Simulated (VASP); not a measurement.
Cu3Au (Auricupride):

```
Au Cu
1.0
     3.74000    0.00000    0.00000
     0.00000    3.74000    0.00000
     0.00000    0.00000    3.74000
Au Cu
1 3
Direct
  0.00000 0.00000 0.00000
  0.50000 0.50000 0.00000
  0.50000 0.00000 0.50000
  0.00000 0.50000 0.50000
```

- Program: VASP 6.6.1
- Task: relaxation of cell and atoms
- Functional: revPBE
- Potentials or basis: VASP PAW PBE potentials, release 64 (Au, Cu)
- Cutoff: 600 eV
- k mesh: 7 × 7 × 7
- Occupations: fermi-dirac, width 0.05 eV
- Spin: no spin polarisation

At the start: pressure 9.6 GPa; volume 13.08 Å³/atom.

Q: How do energy, volume and symmetry change on relaxing?

A: Over 16 steps the energy falls by 19.8 meV/atom and the volume is 13.85 Å³/atom (+5.9 %); space group Pm-3m (No. 221, to 0.05 Å).

The path:
```
step  energy change (eV)  largest force (eV/Å)  pressure (GPa)  volume (Å³)
   1              0.0000                0.0000            9.59        52.31
   2             -0.0196                0.0000           -6.18        58.46
   3             -0.0790                0.0000            0.15        55.38
   4             -0.0791                0.0000           -0.18        55.44
   5             -0.0790                0.0000            0.51        55.33
   6             -0.0791                0.0000           -0.13        55.40
   7             -0.0791                0.0000           -0.08        55.38
   8             -0.0790                0.0000           -0.17        55.36
   9             -0.0790                0.0000           -0.14        55.35
  10             -0.0790                0.0000            0.30        55.34
  11             -0.0790                0.0000            0.12        55.34
  12             -0.0791                0.0000           -0.16        55.42
  13             -0.0791                0.0000           -0.13        55.40
  14             -0.0790                0.0000            0.12        55.37
  15             -0.0791                0.0000            0.32        55.39
  16             -0.0791                0.0000           -0.03        55.40
```

Final structure:
```cif
data_structure
_symmetry_space_group_name_H-M 'P 1'
_symmetry_Int_Tables_number 1
_cell_length_a 3.8122
_cell_length_b 3.8122
_cell_length_c 3.8122
_cell_angle_alpha 90.000
_cell_angle_beta 90.000
_cell_angle_gamma 90.000
_cell_volume 55.40
loop_
_atom_site_label
_atom_site_type_symbol
_atom_site_fract_x
_atom_site_fract_y
_atom_site_fract_z
_atom_site_occupancy
Au1 Au 0.00000 0.00000 0.00000 1
Cu1 Cu 0.50000 0.50000 0.00000 1
Cu2 Cu 0.50000 0.00000 0.50000 1
Cu3 Cu 0.00000 0.50000 0.50000 1
```

Caveat: the PAW data sets were made with another functional, which shifts forces and pressure a little.
